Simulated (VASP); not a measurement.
Write the native input for VASP 6.6.1 that does the following.

* Task: relaxation of the atoms
* Functional: PBE
* Potentials or basis: VASP PAW PBE potentials, release 64 (Pb, S)
* Cutoff: 300 eV
* k mesh: 4 × 4 × 4
* Occupations: gaussian, width 0.03 eV
* Spin: no spin polarisation
* Further INCAR settings: ALGO = Normal; EDIFF = 1e-07; IBRION = 2; EDIFFG = -0.01; NSW = 40

The structure of PbS (Galena) lies in POSCAR:

```
PbS                                     
1.0
   -0.0000000000      2.9768729533      2.9768729533
    2.9768729533     -0.0000000000      2.9768729533
    2.9768729533      2.9768729533      0.0000000000
  Pb              S             
     1     1
Direct
     0.0000000000000000    1.0000000000000000    0.0000000000000000
     0.5000000000000000    0.5000000000000000    0.5000000000000000
```

The cell isn't the ideal one: a relaxed cell with its volume scaled by 0.98.

One way to write it, as run:

INCAR

```
SYSTEM = PbS
PREC = Accurate ; ENCUT = 300
EDIFF = 1E-7 ; ISMEAR = 0
SIGMA = 0.03 ; LREAL = .FALSE.
LASPH = .TRUE. ; NELM = 80
ALGO = Normal ; ISIF = 2
LWAVE = .FALSE. ; LCHARG = .FALSE.
GGA = PE ; IBRION = 2
NSW = 40 ; EDIFFG = -0.01
```

KPOINTS

```
regular mesh
0
G
  4 4 4
  0 0 0
```

Potentials or basis: VASP PAW PBE potentials, release 64 (Pb, S).

Command:

```bash
$ cat potpaw_PBE.64/Pb/POTCAR potpaw_PBE.64/S/POTCAR > POTCAR
$ mpirun -np 1 vasp_std > vasp.out
```

Results of the run:

```
Pressure after relaxing : 1.2 GPa
Band gap on the k mesh  : 0.40 eV, direct
```

Caveat: the k mesh is coarse (spacing up to 0.46 Å⁻¹), so the values aren't converged; the cutoff is under 1.25 times the usual one of these potentials, so pressure, stress and relaxed cells hold a basis-set (Pulay) error; the relaxation stopped at its first step, so nothing moved; spin-orbit coupling is left out, which as a rule narrows the gap of such compounds by several tenths of an eV.

Run time: 3 s on 1 thread of Intel(R) Xeon(R) Platinum 8488C (Sapphire Rapids), on a shared host, peak memory 0.13 GiB.
